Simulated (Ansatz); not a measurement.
NiO:

```xyz
2
Lattice="0.0000 2.2406 2.2406 2.2406 0.0000 2.2406 2.2406 2.2406 0.0000" Properties=species:S:1:pos:R:3 pbc="T T T"
Ni    0.0000    0.0000    0.0000
O     3.3609    3.3609    3.3609
```

The cell was built by a generator and needn't be a form met in nature.

* Program: Ansatz 0.2.0
* Task: single point
* Functional: PBE
* Potentials or basis: Ansatz PAW
* Cutoff: 420 eV (not typed: the program's choice for these potentials)
* k mesh: 10 × 10 × 10
* Occupations: fermi-dirac, width 0.05 eV
* Spin: collinear spin, ferromagnetic start
* Starting moments: [1.0, 0.0] μB

On this cell: pressure 0.1 GPa; largest force zero by symmetry; net moment 1.93 μB per cell; site moments Ni +1.46; O +0.37 μB; band gap on the k mesh none (metal or under the smearing width).

The same run follows on a disturbed copy (atoms moved at random, drawn with an rms of 0.05 Å):

```
Ni O
1.0
     0.00000    2.24063    2.24063
     2.24063    0.00000    2.24063
     2.24063    2.24063    0.00000
Ni O
1 1
Direct
  0.00540 0.00058 0.99651
  0.75128 0.73005 0.75617
```

**Question.** What changes?

**Answer.** The energy (extrapolated to zero smearing) moves by +7.0 meV/atom; pressure 0.4 GPa; largest force 0.479 eV/Å; net moment 1.92 μB per cell; site moments Ni +1.44; O +0.36 μB; band gap on the k mesh none (metal or under the smearing width).

Forces in eV/Å, atoms in the order of the input:
```
Ni  -0.204  0.140 -0.411
O    0.204 -0.140  0.411
```

Stress tensor (GPa, compression positive):
```
 0.46 -2.90  0.91
-2.90  0.52 -1.40
 0.91 -1.40  0.14
```

Caveats: a cell with one magnetic atom can't hold antiferromagnetic order, which such compounds often take; semilocal functionals often make such compounds metallic where correlation or magnetic order opens a gap, which also shifts bond lengths.
